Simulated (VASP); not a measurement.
# Au, energy along a vibration (SMASS = -2): which settings are enough?

Au, atoms displaced along the mode, 2 atoms in the cell. LDA, energy along a line of displacements; PAW potentials Au (LDA set). VASP 6.6.1.

Wanted: harmonic frequency within 1 %.

Mode: longitudinal mode at X.

POSCAR of the starting run:
```
Au
1.0
    2.0350000000      2.0350000000      0.0000000000
   -2.0350000000      2.0350000000      0.0000000000
    0.0000000000      0.0000000000      4.0700000000
Au
2
Direct
    0.0000000000      0.0000000000     -0.0098280098
    0.5000000000      0.5000000000      0.5098280098

    0.0000000000   0.0000000000   0.0100000000
    0.0000000000   0.0000000000  -0.0100000000
```

The series start from k mesh: 7 × 7 × 5; Cutoff (eV): 300; Step along the mode (Å): 0.02; Electronic threshold (eV): 1e-7; Smearing width (eV): 0.15; Precision and projection: Accurate, reciprocal space. Each series keeps the choices made before it, and each single choice may use up half of a tolerance.

## k mesh

| k mesh | Harmonic frequency (THz) | Time (s) |
|---|---|---|
| 3 × 3 × 2 | 4.309 | 2.7 |
| 4 × 4 × 3 | 4.353 | 3.7 |
| 5 × 5 × 4 | 4.551 | 5.9 |
| 7 × 7 × 5 | 4.44 | 14 |
| 8 × 8 × 6 | 4.476 | 18 |
| 10 × 10 × 8 | 4.481 | 42 |
| 13 × 13 × 10 (reference) | 4.392 | 73 |

## Cutoff (eV)

| Cutoff (eV) | Harmonic frequency (THz) | Time (s) |
|---|---|---|
| 170 | 4.217 | 42 |
| 200 | 4.249 | 64 |
| 230 | 4.357 | 66 |
| 270 | 4.384 | 70 |
| 300 | 4.392 | 73 |
| 350 (reference) | 4.399 | 139 |

## Electronic threshold (eV)

| Electronic threshold (eV) | Harmonic frequency (THz) | Time (s) |
|---|---|---|
| 0.001 | 4.392 | 48 |
| 0.0001 | 4.392 | 54 |
| 1e-5 | 4.392 | 62 |
| 1e-6 | 4.392 | 70 |
| 1e-7 | 4.392 | 72 |
| 1e-8 (reference) | 4.392 | 89 |

## Smearing width (eV)

| Smearing width (eV) | Harmonic frequency (THz) | Time (s) |
|---|---|---|
| 0.4 | 4.45 | 48 |
| 0.3 | 4.437 | 50 |
| 0.2 | 4.412 | 50 |
| 0.15 | 4.392 | 48 |
| 0.1 (reference) | 4.365 | 50 |

## Precision and projection

| Precision and projection | Harmonic frequency (THz) | Time (s) |
|---|---|---|
| Accurate, reciprocal space | 4.365 | 50 |
| Normal, reciprocal space | crashed | 56 |
| Normal, Auto | 4.383 | 53 |

## Question

The rows run from the loosest to the tightest (no order: precision and projection). For each series: choose the loosest value from which every tighter one stays within half of the tolerance; where there is no order, keep the first row unless others stay within half of the tolerance and take at least 30 % less time, and then take the fastest.

## Answer

- k mesh: 13 × 13 × 10, the tightest run, since the next looser one is off by more than half of the tolerance (convergence isn't shown beyond it)
- Cutoff (eV): 270
- Electronic threshold (eV): 0.001
- Smearing width (eV): 0.1, the tightest run, since the next looser one is off by more than half of the tolerance (convergence isn't shown beyond it)
- Precision and projection: Accurate, reciprocal space

Also changed on the way, by series that aren't shown: Step along the mode (Å): 0.04.

## All choices together

| Input | Harmonic frequency (THz) | Time (s) |
|---|---|---|
| defaults on a coarse mesh (naive) | 4.319 | 2.1 |
| chosen settings | 4.365 | 50 |
| reference settings throughout | 4.352 | 135 |

The chosen settings stay within the tolerance of the reference run, but the reference itself isn't shown to be converged in: k mesh, Smearing width (eV).

## The input

INCAR:
```
SYSTEM = Au
  GGA = CA
  PREC = Accurate
  ENCUT = 270
  EDIFF = 0.001
  ALGO = Normal
  LREAL = .False.
  LASPH = .True.
  ISMEAR = 1
  SIGMA = 0.1
  ISYM = 0
  LWAVE = .False.
  LCHARG = .False.
  IBRION = 0
  SMASS = -2
  POTIM = 1
  NSW = 9
  NELMIN = 4
  KPAR = 2
```

KPOINTS:
```
Automatic mesh
0
Gamma
  13 13 10
  0 0 0
```

POSCAR:
```
Au
1.0
    2.0350000000      2.0350000000      0.0000000000
   -2.0350000000      2.0350000000      0.0000000000
    0.0000000000      0.0000000000      4.0700000000
Au
2
Direct
    0.0000000000      0.0000000000     -0.0196560197
    0.5000000000      0.5000000000      0.5196560197

    0.0000000000   0.0000000000   0.0200000000
    0.0000000000   0.0000000000  -0.0200000000
```

Commands:
```
cat potpaw_LDA.64/Au/POTCAR > POTCAR
mpirun -np 2 vasp_std > vasp.out
```

The naive input happens to agree within the tolerance here, in 2.1 s.

Limits: NELMIN = 4 forces that many electronic steps, so a loose EDIFF looks better here than it is.

The chosen input took VASP 6.6.1 50 s on 2 cores (Intel Xeon 6975P-C (Granite Rapids)), a shared host.

## An input that fails: electronic threshold far too loose

It runs to its end, but against the unchanged starting input it is off by 7.3 % in the harmonic frequency.

Changes against the starting input:
```
- EDIFF = 1e-07
- NELMIN = 4
+ EDIFF = 0.1
```
